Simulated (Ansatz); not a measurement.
# CuF3 (honeycomb trihalide sheet): how robust is the cRPA U?

What does U in CuF3 (honeycomb trihalide sheet) depend on besides the window?

Method: constrained RPA on PBEsol, plane waves, PAW, in Ansatz 0.2.0.

This is a report of a sequence of runs, with most program output left out.

**1. The structure**

The cell holds 8 atoms: 2 Cu and 6 F. Cell: a = 5.159 Å, b = 5.159 Å, c = 28.291 Å, α = 90.0°, β = 90.0°, γ = 120.0°. Vacuum lies along c.

The structure was relaxed with PBEsol. The structure was generated from a model, not taken from a measurement. The runs that relaxed it are not among those shown. The program's search for lower electronic states was switched off, so nothing shows that the state found is the lowest. The default PAW set here is soft_2. Its files were made with PBE. The Coulomb interaction is cut off across the vacuum.

**2. Base: Cu eg, bands v2 to c2, 6×6×1 mesh, medium accuracy**

Constrained RPA screens the interaction with every transition except those inside the target bands, which a later many-body model would treat itself.

The input, input.yaml:

```yaml
crystal:
  lattice:
    - [-2.10606446, -2.10606446, 4.21212892]
    - [4.21212892, -2.10606446, -2.10606446]
    - [16.33393194, 16.33393194, 16.33393194]
  atoms:
    - { symbol: Cu, position: [0.3333333333, 0.6666666667, 0.3224606945] }
    - { symbol: Cu, position: [0.6666666667, 0.3333333333, 0.3224606945] }
    - { symbol: F, position: [0.3745621779, 0.0, 0.3573881492] }
    - { symbol: F, position: [0.0, 0.3745621779, 0.3573881492] }
    - { symbol: F, position: [0.6254378221, 0.6254378221, 0.3573881492] }
    - { symbol: F, position: [0.6254378221, 0.0, 0.2875332397] }
    - { symbol: F, position: [0.0, 0.6254378221, 0.2875332397] }
    - { symbol: F, position: [0.3745621779, 0.3745621779, 0.2875332397] }
  periodic: [true, true, false]
kpoints:
  mp_grid: { grid: [6, 6, 1] }
hamiltonian:
  xc: pbesol
scf:
  occupations: { method: gaussian, width: 0.08 }
  n_extra_bands: 24
  max_iter: 150
  lower_state_search: "off"
output:
  crpa:
    kmesh: [6, 6, 1]
    target_bands: [v2, c2]
    projections: [{ species: Cu, l: d, shell: 3, orbitals: [dz2, dx2-y2] }]
  local_orbitals:
    kmesh: [12, 12, 1]
    orbitals: [{ species: Cu, l: d, shell: 3, orbitals: [dz2, dx2-y2] }]
    window: { bands: [v2, c2] }
    seedname: lo
```

Command:

```sh
ansatz run input.yaml --threads 8 --pin off --max-ram 14745MiB --backend cpu --events-out ev --progress --plain --runs-dir out
```

Run time: 9.2 min. Hardware: 8 threads of Arm Neoverse V1, shared host; peak memory 5.7 GiB; 71 min of CPU time.

This step gave:

| Property | Result |
| --- | --- |
| U | 4.332 eV |
| U prime (inter-orbital) | 3.497 eV |
| J | 0.4175 eV |
| bare V | 14.27 eV |
| bare J | 0.7953 eV |
| stated bound on U | 0.009851 eV |
| U over bare V | 0.3037 |
| electrons in the window | 4.000 |
| head of the constrained inverse dielectric matrix | 0.7689 |
| least eigenvalue of the projection's overlap | 0.3881 |
| target functions | 4 |
| bands in the sums | 84 |
| r.m.s. miss of the model bands | 1.31e-5 eV |
| width of the target bands | 0.6469 eV |
| weight of the projected orbitals in the window | 0.4555 |

On the Cu eg shell, screening brings the on-site interaction from 14.3 eV down to U = 4.33 eV.

**3. Changed: 3×3×1 mesh**

Edit input.yaml of step 2 so:

```diff
@@ -26,9 +26,4 @@
   crpa:
-    kmesh: [6, 6, 1]
+    kmesh: [3, 3, 1]
     target_bands: [v2, c2]
     projections: [{ species: Cu, l: d, shell: 3, orbitals: [dz2, dx2-y2] }]
-  local_orbitals:
-    kmesh: [12, 12, 1]
-    orbitals: [{ species: Cu, l: d, shell: 3, orbitals: [dz2, dx2-y2] }]
-    window: { bands: [v2, c2] }
-    seedname: lo
```

Run time: 1.9 min. Hardware: 8 threads; peak memory 4.5 GiB; 14 min of CPU time.

This step gave:

```yaml
u: 4.366 eV
u_prime_inter_orbital: 3.532 eV
j: 0.4169 eV
bare_v: 14.30 eV
bare_j: 0.7950 eV
stated_bound_on_u: 0.01113 eV
u_over_bare_v: 0.3053
electrons_in_the_window: 4.000
head_of_the_constrained_inverse_dielectric_matrix: 0.7384
least_eigenvalue_of_the_projection_s_overlap: 0.3881
target_functions: 4
bands_in_the_sums: 84
width_of_the_target_bands: 0.6469 eV
weight_of_the_projected_orbitals_in_the_window: 0.4555
```

On the Cu eg shell, screening brings the on-site interaction from 14.3 eV down to U = 4.37 eV.

**4. Changed: sums over states**

Edit input.yaml of step 3 so:

```diff
@@ -26,4 +26,7 @@
   crpa:
-    kmesh: [3, 3, 1]
+    kmesh: [6, 6, 1]
     target_bands: [v2, c2]
     projections: [{ species: Cu, l: d, shell: 3, orbitals: [dz2, dx2-y2] }]
+    accuracy: sum_over_states
+    n_empty_bands: 80
+    ecut_chi: 250
```

Wall time 6 min (8 threads); peak memory 3.5 GiB.

This variant gives U = 4.57 eV against 4.33 eV. It is a finite sum over empty states with no bound on its error and stays out of the table below.

**5. Changed: accuracy high**

Edit input.yaml of step 4 so:

```diff
@@ -29,4 +29,2 @@
     projections: [{ species: Cu, l: d, shell: 3, orbitals: [dz2, dx2-y2] }]
-    accuracy: sum_over_states
-    n_empty_bands: 80
-    ecut_chi: 250
+    accuracy: high
```

It took 13 min on 8 threads; peak memory 6.2 GiB.

Numbers from this step:

```
U                                                 : 4.333 eV
U prime (inter-orbital)                           : 3.498 eV
J                                                 : 0.4175 eV
bare V                                            : 14.27 eV
bare J                                            : 0.7953 eV
stated bound on U                                 : 0.001392 eV
U over bare V                                     : 0.3037
electrons in the window                           : 4.000
head of the constrained inverse dielectric matrix : 0.7689
least eigenvalue of the projection's overlap      : 0.3881
target functions                                  : 4
bands in the sums                                 : 84
width of the target bands                         : 0.6469 eV
weight of the projected orbitals in the window    : 0.4555
```

On the Cu eg shell, screening brings the on-site interaction from 14.3 eV down to U = 4.33 eV.

**6. Side by side**

Times are wall times on 8 threads of Arm Neoverse V1, shared host, good to a factor of about two.

| run | bare V (eV) | U (eV) | J (eV) | bound on U (eV) | width (eV) | time |
| --- | --- | --- | --- | --- | --- | --- |
| target window | 14.27 | 4.332 | 0.417 | 0.0099 | 0.65 | 9.2 min |
| 3×3×1 mesh | 14.30 | 4.366 | 0.417 | 0.0111 | 0.65 | 1.9 min |
| accuracy high | 14.27 | 4.333 | 0.418 | 0.0014 | 0.65 | 13 min |

**7. Results**

```
target window : U 4.33 eV, J 0.42 eV
3×3×1 mesh    : U 4.37 eV, J 0.42 eV
accuracy high : U 4.33 eV, J 0.42 eV
```

**Reading.** 3×3×1 mesh moves U by +0.03 eV at 0.20 times the time. Accuracy high moves U by +0.001 eV (within the solver's bounds, for the mean over orbitals). The printed bound covers the solver alone, not the mesh, and no denser mesh than the base was run. The parent state is non-magnetic and the interaction static (zero frequency); U depends on the window and the orbitals, so it belongs to this model alone.

[Paths, hosts, dates, memory and timing lines, banners, echoed tables and standing remarks are left out of the program output.]

[Logs are printed without paths, hosts, clocks, repeated set-up lines and the standing remarks that a program may print on its own settings, such as how far it seeks lower states.]

[Runs of the session that timed out or met a known fault of the program may be left out.]

[Hosts, paths, dates, database ids (printed as entryN), source tags and the programs' standing remarks are cut or masked in the printed files.]
